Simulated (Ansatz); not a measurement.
# SiGe: the cost of one run

Program: Ansatz 0.2.0. Level of theory: DFT PBEsol, scalar-relativistic, plane waves, PAW. These are calculated values, not measurements.

1 further run of the same task is left out (set aside as unsound or not needed). Runs told in other sessions of the task aren't counted.

## Step 1: Starting point

Symmetry: P6_3mc, No. 186, hexagonal system. The conventional cell has a = 3.901 Å, b = 3.901 Å, c = 6.443 Å, α = 90.00°, β = 90.00°, γ = 120.00°. Around Si (site symmetry 3m) lie 4 Ge at 2.39 to 2.41 Å. Ge (site symmetry 3m) is surrounded by 4 Si at 2.39 to 2.41 Å.

Coordinates:

```xyz
4
Lattice="3.9006 0.0000 0.0000 -1.9503 3.3780 0.0000 0.0000 0.0000 6.4434" Properties=species:S:1:pos:R:3 pbc="T T T"
Si    1.9503    1.1260    5.6350
Si    0.0000    2.2520    2.4133
Ge    1.9503    1.1260    3.2246
Ge    0.0000    2.2520    0.0029
```

It goes back to an entry of the Materials Project, which need not be the stable form.

It is the result of an earlier relaxation at this level (volume 21.22 Å³/atom; gap on the mesh: 0.35 eV).

## Step 2: The undisturbed cell

File input.yaml:

```yaml
crystal:
  lattice:
    - [3.9005968931, 0.0, 0.0]
    - [-1.9502984466, 3.3780159994, 0.0]
    - [0.0, 0.0, 6.4433927721]
  atoms:
    - { symbol: Si, position: [0.6666666667, 0.3333333333, 0.874546342] }
    - { symbol: Si, position: [0.3333333333, 0.6666666667, 0.374546342] }
    - { symbol: Ge, position: [0.6666666667, 0.3333333333, 0.500452658] }
    - { symbol: Ge, position: [0.3333333333, 0.6666666667, 0.000452658] }
basis:
  ecutwfc: 420
kpoints:
  mp_grid: { grid: [12, 12, 6] }
hamiltonian:
  xc: pbesol
scf:
  occupations: { method: gaussian, width: 0.03 }
output:
  forces: true
  stress: true
  eigenvalues: true
```

On the command line:

```bash
$ ansatz run input.yaml --threads 1 --pin off --max-ram 2560MiB --backend cpu --events-out ev --progress --plain --runs-dir out
```

What time and memory should one allow on 1 thread of Intel Xeon Platinum 8259CL at 2.50GHz (Skylake/Cascade Lake), shared host?

About 11 s, with a peak of 0.45 GiB.
